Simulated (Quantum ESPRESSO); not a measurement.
# CsPbCl3 in Quantum ESPRESSO: the effect of functional

The system is CsPbCl3.

```
Pb Cs Cl
1.0
     5.60500    0.00000    0.00000
     0.00000    5.60500    0.00000
     0.00000    0.00000    5.60500
Pb Cs Cl
1 1 3
Direct
  0.50000 0.50000 0.50000
  0.00000 0.00000 0.00000
  0.50000 0.00000 0.50000
  0.00000 0.50000 0.50000
  0.50000 0.50000 0.00000
```

Alike in all runs:

- Program: Quantum ESPRESSO 7.5
- Task: dielectric tensor
- k mesh: 4 × 4 × 4, shifted
- Occupations: fermi-dirac, width 0.05 eV
- Spin: no spin polarisation

**Question.** One run gave: pressure 0.9 GPa; dielectric constant 3.46 mean. Which functional did it use?
A. WC
B. PBE
C. BLYP
D. PBEsol
E. AM05

**Answer.** E.

```tsv
functional	potentials or basis	cutoff	pressure (GPa)	dielectric constant (mean)
LDA	PseudoDojo 0.4.1 SR LDA standard	762 eV	-1.3	3.54
PBE	PseudoDojo 0.4.1 SR PBE standard	789 eV	1.7	3.43
PBEsol	PseudoDojo 0.4.1 SR PBEsol standard	789 eV	0.1	3.50
WC	PseudoDojo 0.4.1 SR PBE standard	789 eV	0.3	3.50
BLYP	PseudoDojo 0.4.1 SR PBE standard	789 eV	3.2	3.40
AM05	PseudoDojo 0.4.1 SR PBE standard	789 eV	0.9	3.46
```

Caveats: the potentials were made for another functional, which shifts forces and pressure (some runs); the cell is more than 3 GPa from zero pressure, which shifts response properties (some runs).

Not every run made on this cell is shown here.
